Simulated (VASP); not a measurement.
Write the native input for VASP 6.6.1 that does the following.

* Task: single point
* Functional: LDA
* Potentials or basis: VASP PAW LDA potentials, release 64 (Fe, O)
* Cutoff: 520 eV
* k mesh: 8 × 8 × 8
* Occupations: fermi-dirac, width 0.05 eV
* Spin: no spin polarisation
* Supercell matrix: [1, 1, 0, -1, 1, 0, 0, 0, 1]
* Further INCAR settings: ALGO = Normal; EDIFF = 1e-07

The structure of FeO (Wuestite) lies in POSCAR:

```
FeO
1.0
    2.1554000000      2.1554000000      4.3108000000
    2.1554000000     -2.1554000000      0.0000000000
    2.1554000000      2.1554000000      0.0000000000
Fe O
2 2
Direct
    0.0000000000      0.0000000000      0.0000000000
    0.5000000000      0.5000000000      0.0000000000
    0.5000000000      0.0000000000      0.5000000000
    0.0000000000      0.5000000000      0.5000000000
```

The input as run:

INCAR

```
SYSTEM = FeO
PREC = Accurate
ENCUT = 520
EDIFF = 1E-7
ISMEAR = -1
SIGMA = 0.05
LREAL = .False.
LASPH = .True.
NELM = 120
ALGO = Normal
ISIF = 2
LWAVE = .False.
LCHARG = .False.
GGA = CA
```

KPOINTS

```
regular mesh
0
Gamma
  8 8 8
  0 0 0
```

Potentials or basis: VASP PAW LDA potentials, release 64 (Fe, O).

Command:

```bash
$ cat potpaw_LDA.64/Fe/POTCAR potpaw_LDA.64/O/POTCAR > POTCAR
$ mpirun -np 1 vasp_std > vasp.out
```

Results of the run:

```yaml
Pressure: -39.9 GPa
Band_gap_on_the_k_mesh: none (metal or under the smearing width)
```

Caveat: a pressure of tens of GPa on the cell as given is suspect, and the run, the potentials or the cell itself is likely at fault; the real-space grid breaks the cell's symmetry a little; the run has no spin polarisation, though such a crystal can be magnetic; semilocal functionals often make such compounds metallic where correlation or magnetic order opens a gap, which also shifts bond lengths.

Run time: 46 s on 1 thread of Intel(R) Xeon(R) Platinum 8488C (Sapphire Rapids), on a shared host, peak memory 0.17 GiB.
